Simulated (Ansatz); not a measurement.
# Co (Cobalt): a relaxation, part 3 of 3

Aim: for Co (Cobalt), find the bulk's equilibrium cell.

Ansatz 0.2.0; DFT PBE+D3(BJ), scalar-relativistic, plane waves, PAW. Earlier steps stand in the parts before.

### Step 4. Full relaxation

Contents of input.yaml:

```yaml
crystal:
  lattice:
    - [2.4646913976, 0.0, 0.0]
    - [-1.2323456988, 2.1344853628, 0.0]
    - [0.0, 0.0, 3.9919675924]
  atoms:
    - { symbol: Co, position: [0.3333333333, 0.6666666667, 0.25], spin: 1.76 }
    - { symbol: Co, position: [0.6666666667, 0.3333333333, 0.75], spin: 1.76 }
basis:
  ecutwfc: 420
kpoints:
  mp_grid: { grid: [21, 21, 10] }
hamiltonian:
  xc: pbe
  dispersion: d3bj
scf:
  occupations: { method: gaussian, width: 0.1 }
output:
  forces: true
  stress: true
  eigenvalues: true
  populations: true
  write_density: true
  write_potential: true
  elf: true
  volumetric_format: npy
magnetization:
  spin_polarized: true
relax:
  adjacent_minimum: "off"
  f_tol: 0.005
  max_steps: 80
  cell: { stress_tol: 0.05 }
```

On the command line:

```bash
$ ansatz run input.yaml --threads 4 --pin off --max-ram 10240MiB --backend cpu --events-out ev --progress --plain --runs-dir out
```

The program printed (excerpt; [...] marks lines left out):

```text
Warning: RAYON_NUM_THREADS=4 ignored (pool sized by the plan → 4); use --threads N
[...]
Pseudopotentials: kind: paw
Pseudopotential: Co, paw, valence charge 17, recommended cutoff 420 eV (normal), Co.paw.azcp
Functional definition: PBE
[...]
Crystal: 2 atoms, lattice volume = 21.001 Å³
Basis set: ecut = 420 eV, 391 PW (Γ), exchange–correlation on 36×36×54 points (8 copies of the dense FFT grid, shifted against one another)
[...]
  cell:  # Å, volume = 21.0738 Å³
    - [2.468879350847544, 0.0, 0.0]
    - [-1.234439675423772, 2.138112236712807, 0.0]
    - [0.0, 0.0, 3.9922077177041135]
  atoms:
    - { symbol: Co, position: [0.33333333333333326, 0.6666666666666665, 0.24999999999999997] }
    - { symbol: Co, position: [0.6666666666666666, 0.33333333333333326, 0.7499999999999999] }
--- Löwdin populations: 2 sites ---
  site symbol       q [e]    m [muB]
     0     Co     16.7829     1.6443
     1     Co     16.7829     1.6443
  spilling = 0.012772 (of n_electrons = 34.000000)
```

It took 35 s on 4 threads of Arm Neoverse N1, shared host; peak memory 0.52 GiB.

The steps of the relaxation:

```
step  E - E(step 1) (eV/cell)  largest force component (eV/Å)  pressure (GPa)  volume (Å³)
   1                   0.0000                          0.0000            0.81        21.00
   2                  -0.0001                          0.0000            0.39        21.04
   3                  -0.0001                          0.0000            0.00        21.07
   4                  -0.0002                          0.0000            0.00        21.07
```

Step 1 is the start. Step 4 repeats the geometry before it on a plane-wave basis chosen anew for that cell, so its energy need not be comparable with the rows above.

|  | before | after | change |
| --- | --- | --- | --- |
| a (Å) | 2.465 | 2.469 | +0.2 % |
| b (Å) | 2.465 | 2.469 | +0.2 % |
| c (Å) | 3.992 | 3.992 | 0.0 % |
| volume (Å³/atom) | 10.50 | 10.54 | +0.3 % |
| shortest distance (Å) | 2.451 | 2.453 | +0.1 % |
| space group (0.01 Å) | P6_3/mmc | P6_3/mmc | same |

Forces and stress were held to the start's 24 operations: a distortion of lower symmetry was not tested.

By site:

```tsv
atom	moment in the atom's sphere (μB)	Löwdin electrons
Co1	1.66	16.78
Co2	1.66	16.78
```

The Löwdin counts miss 0.43 of the 34 electrons, which the atomic orbitals do not span, so they are no charges.

Density in a lattice plane of the grid's cell (edges 2.47 and 3.99 Å, at 0.333 of the third edge), which holds Co.

Ten even steps from '0' (0.28 e/Å³) to '9' (47.41 e/Å³):
```
00000000000000
00000000000000
00000000122100
00000002466310
00000002699510
00000002466310
00000000122100
00000000000000
00000000000000
00000000000000
00000000000000
00000000000000
00000000000000
00000000000000
00000000000000
00000000000000
00000000000000
00000000000000
00000000000000
00000000000000
```
Columns run along the first of these edges and rows up along the second, over one cell in 14 and 20 even steps from the bottom left corner. Atoms in the plane (fractional): Co at (0.67, 0.75).

ELF in the same plane.

Values, 12 rows by 8 columns:
```
0.19 0.29 0.26 0.18 0.22 0.31 0.29 0.19
0.17 0.25 0.21 0.21 0.53 0.82 0.76 0.39
0.19 0.23 0.20 0.26 0.74 0.97 0.95 0.57
0.17 0.25 0.21 0.21 0.53 0.82 0.76 0.39
0.19 0.29 0.26 0.18 0.22 0.31 0.29 0.19
0.28 0.26 0.26 0.27 0.21 0.18 0.18 0.23
0.19 0.16 0.17 0.22 0.30 0.34 0.34 0.28
0.17 0.20 0.20 0.18 0.25 0.34 0.33 0.21
0.19 0.26 0.25 0.19 0.22 0.31 0.29 0.19
0.17 0.20 0.20 0.18 0.25 0.34 0.33 0.21
0.19 0.16 0.17 0.22 0.30 0.34 0.34 0.28
0.28 0.26 0.26 0.27 0.21 0.18 0.18 0.23
```
Columns run along the first of these edges and rows up along the second, over one cell in 8 and 12 even steps from the bottom left corner. Atoms in the plane (fractional): Co at (0.67, 0.75).

Both are smooth fields of the valence electrons: close to the nuclei they are not physical.

Spin density (up less down) in a lattice plane of the grid's cell (edges 2.47 and 3.99 Å, at 0.333 of the third edge), which holds Co.

Ten even steps from '0' (-0.03 e/Å³) to '9' (6.08 e/Å³):
```
00000000000000
00000000000000
00000000122100
00000001466310
00000002699410
00000001466310
00000000122100
00000000000000
00000000000000
00000000000000
00000000000000
00000000000000
00000000000000
00000000000000
00000000000000
00000000000000
00000000000000
00000000000000
00000000000000
00000000000000
```
Columns run along the first of these edges and rows up along the second, over one cell in 14 and 20 even steps from the bottom left corner. Atoms in the plane (fractional): Co at (0.67, 0.75).

### Step 5. Results

This closing draws on all 3 parts. Changes of volume or cell count from the first structure of part 1.

| quantity | value |
| --- | --- |
| bulk: relaxed cell | a = 2.469 Å, b = 2.469 Å, c = 3.992 Å, α = 90.00°, β = 90.00°, γ = 120.00° |
| bulk: space group (0.01 Å) | P6_3/mmc (No. 194) |
| bulk: volume | 10.54 Å³/atom |
| bulk: total moment | 3.16 μB/cell |

What this shows: The bulk's relaxed volume is 4.9 % smaller than at the start. That is more than thermal expansion of the reported cell explains. Measured lattice constant a of Co: 2.5071 Å (293.15 K; a printed reference work, data compilation). This calculation gives 2.469 Å (-1.5 %). That is the cell relaxed with PBE+D3(BJ), without thermal expansion or zero-point motion.
